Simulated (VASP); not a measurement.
# Re (Fm-3m) in VASP: notebook

One crystal, Re, is run at these levels: PBE; tasks: single point.

All numbers are computed with VASP 6.6.1; they aren't measurements. Logs are shortened: lines on timing, memory, paths and dates and some standing lists are left out, and cuts for length are marked.

## Step 1: The crystal as given

Symmetry: Fm-3m, No. 225, cubic system. The conventional cell has a = 3.950 Å, b = 3.950 Å, c = 3.950 Å, α = 90.00°, β = 90.00°, γ = 90.00°. Re (site symmetry m-3m) is surrounded by 12 Re at 2.79 Å.

This isn't the form of Re at room conditions, which is hcp.

## Step 2: Single point, PBE

INCAR

```
SYSTEM = Re
PREC = Accurate
ENCUT = 520
EDIFF = 1E-6
ISMEAR = 0
SIGMA = 0.15
LREAL = .FALSE.
LASPH = .TRUE.
NELM = 80
ALGO = Fast
ISIF = 2
LWAVE = .FALSE.
LCHARG = .TRUE.
GGA = PE
LELF = .TRUE.
LVHAR = .TRUE.
NBANDS = 10
```

KPOINTS

```
Automatic mesh
0
G
  22 22 22
  0 0 0
```

POSCAR

```
Re
1.0
    0.0000000000      1.9750000000      1.9750000000
    1.9750000000      0.0000000000      1.9750000000
    1.9750000000      1.9750000000      0.0000000000
Re
1
Direct
    0.0000000000      0.0000000000      0.0000000000
```

Potentials or basis: VASP PAW PBE potentials, release 64 (Re).

Run with:

```sh
$ cat potpaw_PBE.64/Re/POTCAR > POTCAR
$ mpirun -np 1 vasp_std > vasp.out
```

OUTCAR:

```text
SYSTEM = Re
   PREC = Accurate
   ENCUT = 520
   EDIFF = 1E-6
   ISMEAR = 0
   LREAL = .FALSE.
   LASPH = .TRUE.
   NELM = 80
   ISIF = 2
   GGA = PE

 ion  position               nearest neighbor table
   1  0.000  0.000  0.000-

  LATTYP: Found a face centered cubic cell.
 ALAT       =     3.9500000000

  Lattice vectors:

 A1 = (   0.0000000000,   1.9750000000,   1.9750000000)
 A2 = (   1.9750000000,   0.0000000000,   1.9750000000)
 A3 = (   1.9750000000,   1.9750000000,   0.0000000000)

Analysis of symmetry for initial positions (statically):
=====================================================================
 Subroutine PRICEL returns:
 Original cell was already a primitive cell.

 Routine SETGRP: Setting up the symmetry group for a
 face centered cubic supercell.

 Subroutine GETGRP returns: Found 48 space group operations
 (whereof 48 operations were pure point group operations)
 out of a pool of 48 trial point group operations.

The static configuration has the point symmetry O_h .

Analysis of symmetry for dynamics (positions and initial velocities):
=====================================================================
 Subroutine PRICEL returns:
 Original cell was already a primitive cell.

 Routine SETGRP: Setting up the symmetry group for a
 face centered cubic supercell.

 Subroutine GETGRP returns: Found 48 space group operations
 (whereof 48 operations were pure point group operations)
 out of a pool of 48 trial point group operations.

The dynamic configuration has the point symmetry O_h .

 Subroutine INISYM returns: Found 48 space group operations
 (whereof 48 operations are pure point group operations),
 and found     1 'primitive' translations

----------------------------------------------------------------------------------------

                                     Primitive cell

  volume of cell :      15.4075

  direct lattice vectors                    reciprocal lattice vectors
     0.000000000  1.975000000  1.975000000    -0.253164557  0.253164557  0.253164557
     1.975000000  0.000000000  1.975000000     0.253164557 -0.253164557  0.253164557
     1.975000000  1.975000000  0.000000000     0.253164557  0.253164557 -0.253164557

  length of vectors
     2.793071786  2.793071786  2.793071786     0.438493875  0.438493875  0.438493875

  position of ions in fractional coordinates (direct lattice)
     0.000000000  0.000000000  0.000000000

  ion indices of the primitive-cell ions
   primitive index   ion index
                 1           1

----------------------------------------------------------------------------------------

 KPOINTS: Automatic mesh

Automatic generation of k-mesh.
 Grid dimensions read from file:
 generate k-points for:   22   22   22

 Generating k-lattice:

  Cartesian coordinates                     Fractional coordinates (reciprocal lattice)
    -0.011507480  0.011507480  0.011507480     0.045454545  0.000000000  0.000000000
     0.011507480 -0.011507480  0.011507480     0.000000000  0.045454545  0.000000000
     0.011507480  0.011507480 -0.011507480     0.000000000  0.000000000  0.045454545

  Length of vectors
     0.019931540  0.019931540  0.019931540

  Shift w.r.t. Gamma in fractional coordinates (k-lattice)
     0.000000000  0.000000000  0.000000000

 Subroutine IBZKPT returns following result:
 ===========================================

 Found    328 irreducible k-points:

 Following reciprocal coordinates:
            Coordinates               Weight
  0.000000  0.000000  0.000000      1.000000
  0.045455  0.000000  0.000000      8.000000
  0.090909  0.000000  0.000000      8.000000
  0.136364  0.000000  0.000000      8.000000
  0.181818  0.000000  0.000000      8.000000
  0.227273  0.000000  0.000000      8.000000
[... 16 lines left out ...]
  0.500000  0.045455  0.000000     24.000000
 -0.454545  0.045455  0.000000     24.000000
 [... further k-points ...]
   k-points           NKPTS =    328   k-points in BZ     NKDIM =    328   number of bands    NBANDS=     10
   number of dos      NEDOS =    301   number of ions     NIONS =      1
   total plane-waves  NPLWV =  13824
   dimension x,y,z NGX =    24 NGY =   24 NGZ =   24
   dimension x,y,z NGXF=    48 NGYF=   48 NGZF=   48
   ions per type =               1
   NGX,Y,Z   is equivalent  to a cutoff of  14.28, 14.28, 14.28 a.u.
   NGXF,Y,Z  is equivalent  to a cutoff of  28.57, 28.57, 28.57 a.u.
 SYSTEM =  Re
   PREC   = accura    normal or accurate (medium, high low for compatibility)
   ISTART =      0    job   : 0-new  1-cont  2-samecut
   ICHARG =      2    charge: 1-file 2-atom 10-const
   ISPIN  =      1    spin polarized calculation?
   LNONCOLLINEAR =      F non collinear calculations
   LSORBIT =      F    spin-orbit coupling
   LASPH  =      T    aspherical Exc in radial PAW
   ENCUT  =  520.0 eV  38.22 Ry    6.18 a.u.   5.19  5.19  5.19*2*pi/ulx,y,z
   NELM   =     80;   NELMIN=  2; NELMDL= -5     # of ELM steps
   EDIFF  = 0.1E-05   stopping-criterion for ELM
   LREAL  =      F    real-space projection
   EDIFFG = 0.1E-04   stopping-criterion for IOM
   NSW    =      0    number of steps for IOM
   IBRION =     -1    ionic relax: 0-MD 1-quasi-New 2-CG
   NFREE  =      0    steps in history (QN), initial steepest desc. (CG)
   ISIF   =      2    stress and relaxation
   ISYM   =      2    0-nonsym 1-usesym 2-fastsym
   POTIM  = 0.5000    time-step for ionic-motion
   TEBEG  =    0.0;   TEEND  =   0.0 temperature during run
   PSTRESS=    0.0 pullay stress
   NELECT =       7.0000    total number of electrons
   NUPDOWN=      -1.0000    fix difference up-down
   EMIN   =  10.00;   EMAX   =-10.00  energy-range for DOS
   EFERMI =   0.00;   METHOD = LEGACY
   ISMEAR =     0;   SIGMA  =   0.15  broadening in eV -4-tet -1-fermi 0-gaus
   EFERMI_NEDOS =   21; number of points for ismear=-14 and -15
   IALGO  =     68    algorithm
   IMIX   =      4    mixing-type and parameters
     AMIX     =   0.40;   BMIX     =  1.00
     AMIX_MAG =   1.60;   BMIX_MAG =  1.00
  volume/ion in A,a.u.               =      15.41       103.97
  Fermi-wavevector in a.u.,A,eV,Ry     =   1.258531  2.378278 21.550255  1.583899
  Thomas-Fermi vector in A             =   2.392135
   LORBIT       =      0    0 simple, 1 ext, 2 COOP (PROOUT), +10 PAW based schemes
   GGA     = PE    functional components
   LHFCALC =     F    Hartree Fock is set to
   AEXX    =    0.0000 exact exchange contribution
   IVDW    =     0    specifies the selected vdW correction
   LEPSILON=     F    determine dielectric tensor
   LRPA    =     F    only Hartree local field effects (RPA)
 non-spin polarized calculation
 RMM-DIIS sequential band-by-band and
 Gauss-broadening in eV      SIGMA  =   0.15
  energy-cutoff  :      520.00
  volume of cell :       15.41
 maximum number of plane-waves:       431
 NGX is ok and might be reduce to    24
   NGX = 11   NGY = 11   NGZ = 11

 number of electron       7.0000000 magnetization

 Free energy of the ion-electron system (eV)
  ---------------------------------------------------
  ext. energy  EPLUGINS =         0.00000000
  ---------------------------------------------------
  free energy    TOTEN  =       -12.35521140 eV

  energy without entropy =      -12.34540328  energy(sigma->0) =      -12.35030734

 E-fermi :   7.5989     XC(G=0): -13.4780

 val. band max:        7.5955853106   @ k =  -0.2273   0.2727   0.0909
 cond. band min:       7.6006841329   @ k =   0.4545   0.2273   0.0000
 fundamental gap:      0.0050988223
 Fermi energy:         7.5989330676

 k-point     1 :       0.0000    0.0000    0.0000
  band No.  band energies     occupation
      1      -2.2194      2.00000
      2       5.7935      2.00000
      3       5.7935      2.00000
      4       5.7935      2.00000
      5       8.7659      0.00000
      6       8.7659      0.00000
      7      21.4547      0.00000
      8      26.8541      0.00000
      9      26.8541      0.00000
     10      26.8541      0.00000

 k-point     2 :       0.0455    0.0000    0.0000
  band No.  band energies     occupation
      1      -2.1277      2.00000
      2       5.7308      2.00000
      3       5.8367      2.00000
      4       5.8367      2.00000
      5       8.7314      0.00000
      6       8.7314      0.00000
      7      21.6327      0.00000
      8      26.3336      0.00000
      9      27.0197      0.00000
     10      27.0197      0.00000

 k-point     3 :       0.0909    0.0000    0.0000
  band No.  band energies     occupation
      1      -1.8588      2.00000
      2       5.5605      2.00000
      3       5.9557      2.00000
      4       5.9557      2.00000
      5       8.6452      0.00000
      6       8.6452      0.00000
      7      22.1361      0.00000
      8      25.2756      0.00000
      9      27.5058      0.00000
     10      27.5058      0.00000

 k-point     4 :       0.1364    0.0000    0.0000
  band No.  band energies     occupation
      1      -1.4323      2.00000
      2       5.3305      2.00000
      3       6.1138      2.00000
      4       6.1138      2.00000
      5       8.5609      0.00000
      6       8.5609      0.00000
      7      22.8255      0.00000
      8      24.2054      0.00000
      9      28.2829      0.00000
     10      28.2829      0.00000

 k-point     5 :       0.1818    0.0000    0.0000
  band No.  band energies     occupation
      1      -0.8865      2.00000
      2       5.1098      2.00000
      3       6.2433      2.00000
      4       6.2433      2.00000
      5       8.5660      0.00000
      6       8.5660      0.00000
      7      22.7322      0.00000
      8      24.0820      0.00000
      9      29.3059      0.00000
     10      29.3059      0.00000

 k-point     6 :       0.2273    0.0000    0.0000
  band No.  band energies     occupation
      1      -0.2859      2.00000
      2       4.9849      2.00000
      3       6.2705      2.00000
      4       6.2705      2.00000
      5       8.7487      0.00000
      6       8.7487      0.00000
      7      21.7900      0.00000
      8      24.6846      0.00000
      9      30.5056      0.00000
     10      31.5355      0.00000
[... 183 lines left out ...]
 k-point    21 :       0.4091    0.0455    0.0000
  band No.  band energies     occupation
      1       1.0718      2.00000
      2       5.6534      2.00000
      3       5.8581      2.00000
      4       6.4142      2.00000
      5      10.4536      0.00000
      6      10.7568      0.00000
      7      18.3349      0.00000
      8      22.0157      0.00000
      9      27.9676      0.00000
     10      28.8168      0.00000

 k-point    22 :       0.4545    0.0455    0.0000
  band No.  band energies     occupation
      1       1.1127      2.00000
      2       5.5479      2.00000
      3       5.7436      2.00000
      4       7.1127      2.00000
      5      10.9906      0.00000
      6      11.0638      0.00000
      7      17.4079      0.00000
      8      21.4081      0.00000
      9      27.3075      0.00000
     10      27.7880      0.00000

 k-point    23 :       0.5000    0.0455    0.0000
  band No.  band energies     occupation
      1       1.1205      2.00000
      2       5.5044      2.00000
      3       5.6820      2.00000
      4       7.5226      1.52830
      5      11.1480      0.00000
      6      11.3372      0.00000
      7      16.8766      0.00000
      8      21.1474      0.00000
      9      27.1131      0.00000
     10      27.1619      0.00000

 k-point    24 :      -0.4545    0.0455    0.0000
  band No.  band energies     occupation
      1       1.1202      2.00000
      2       5.5267      2.00000
      3       5.6812      2.00000
      4       7.4423      1.86028
      5      10.9802      0.00000
      6      11.4047      0.00000
      7      16.9935      0.00000
      8      21.1998      0.00000
      9      27.0191      0.00000
     10      27.4268      0.00000

 [... further k-points ...]
[... 5 lines left out ...]
  --------------------------------------------------------------------------------------
  -------------------------------------------------------------------------------------
  Total       -0.9526525     -0.9526525     -0.9526525      0.0000000      0.0000000     -0.0000000
  in kB      -99.0635337    -99.0635337    -99.0635337      0.0000000      0.0000000     -0.0000000
  external PRESSURE =     -99.0635337 kB  Pullay stress =       0.0000000 kB

 VOLUME and BASIS-vectors are now :
 -----------------------------------------------------------------------------
  energy-cutoff  :      520.00
  volume of cell :       15.41
      direct lattice vectors                 reciprocal lattice vectors
     0.000000000  1.975000000  1.975000000    -0.253164557  0.253164557  0.253164557
     1.975000000  0.000000000  1.975000000     0.253164557 -0.253164557  0.253164557
     1.975000000  1.975000000  0.000000000     0.253164557  0.253164557 -0.253164557

 POSITION                                       TOTAL-FORCE (eV/Angst)
 -----------------------------------------------------------------------------------
      0.00000      0.00000      0.00000         0.000000      0.000000      0.000000
 -----------------------------------------------------------------------------------
    total drift:                               -0.000000      0.000000     -0.000000

  FREE ENERGIE OF THE ION-ELECTRON SYSTEM (eV)
  ---------------------------------------------------
  free  energy   TOTEN  =       -12.3552114019 eV

  energy  without entropy=      -12.3454032818  energy(sigma->0) =      -12.35030734
```

Wall time 21 s (1 thread of Intel Xeon 6975P-C (Granite Rapids), shared host); peak memory 0.18 GiB.

Results:

- Free energy: -12.3552 eV
- Pressure: -9.9 GPa
- Band gap on the k mesh: none (metal or under the smearing width)

Levels at points of the mesh, in eV from the Fermi level:
```
           k point  band 2  band 3  band 4  band 5  band 6  band 7
(0.00, 0.00, 0.00)   -1.81   -1.81   -1.81    1.17    1.17   13.86
(0.50, 0.00, 0.00)   -1.99   -1.99    0.14    3.54    3.54    9.30
(0.50, 0.50, 0.00)   -5.61    2.60    3.49    4.23    4.23   11.90
```

(Part 1 of 2 ends here.)
